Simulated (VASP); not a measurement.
**Al under changes of volume**

One of the cells (16.935 Å³/atom); the others are scaled copies at fixed shape and fractional positions:

```
Al
1.0
     0.00000    2.03821    2.03821
     2.03821    0.00000    2.03821
     2.03821    2.03821    0.00000
Al
1
Direct
  0.00000 0.00000 0.00000
```

- Program: VASP 6.6.1
- Functional: PBE
- Potentials or basis: VASP PAW PBE potentials, release 64 (Al)
- Cutoff: 520 eV
- k mesh: 11 × 11 × 11
- Occupations: fermi-dirac, width 0.05 eV
- Spin: no spin polarisation

| volume (Å³/atom) | energy over the lowest point (meV/atom) | pressure (GPa) |
| --- | --- | --- |
| 15.607 | ? | ? |
| 15.939 | 4.27 | 3.0 |
| 16.271 | 0.00 | 1.2 |
| 16.935 | 1.81 | -1.9 |
| 17.267 | 7.18 | -3.2 |
| 17.599 | 15.12 | -4.4 |

Question: What does the run at 15.607 Å³/atom give?

Answer: Energy over the lowest point 12.52 meV/atom; pressure 5.0 GPa.

Worked out: A Birch-Murnaghan fit of order 3 (a polynomial in V^(-2/3)) to the other rows has its minimum at 16.50 Å³/atom with B0 = V·E''(V) = 79 GPa and B' = 4.5. It gives 12.53 meV/atom at 15.607 Å³/atom, against the run's 12.52, and -dE/dV = 5.0 GPa, against 5.0.

Energies are extrapolated to zero smearing.
